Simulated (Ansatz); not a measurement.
Y: equation of state with PBE

Crystal: Y.

```
CELL_PARAMETERS angstrom
3.64740 0.00000 0.00000
-1.82370 3.15874 0.00000
0.00000 0.00000 5.73060
ATOMIC_POSITIONS crystal
Y 0.66667 0.33333 0.75000
Y 0.33333 0.66667 0.25000
```

* Program: Ansatz 0.2.0
* Task: equation of state
* Functional: PBE
* Potentials or basis: PseudoDojo standard
* Cutoff: 980 eV
* Density cutoff: 3918 eV
* k mesh: 8 × 8 × 5
* Occupations: fermi-dirac, width 0.05 eV
* Spin: no spin polarisation

```
Equilibrium volume                        : 32.92 Å³/atom
Bulk modulus at fixed shape and positions : 40 GPa
Pressure derivative of the bulk modulus   : 2.9
```

Energy against volume, from the lowest point:
```csv
volume (Å³/atom),energy (meV/atom)
31.031,14.65
31.691,6.03
32.351,1.24
33.012,0.00
33.672,2.06
34.332,7.16
34.992,15.07
```

All runs of the series together: 15 s on 2 threads of Intel(R) Xeon(R) Platinum 8375C CPU @ 2.90GHz (Ice Lake), with other jobs on the host.

Caveat: the cell was scaled at fixed shape and fractional positions, which overstates the stiffness of a crystal with free parameters, most of all of layers and chains.
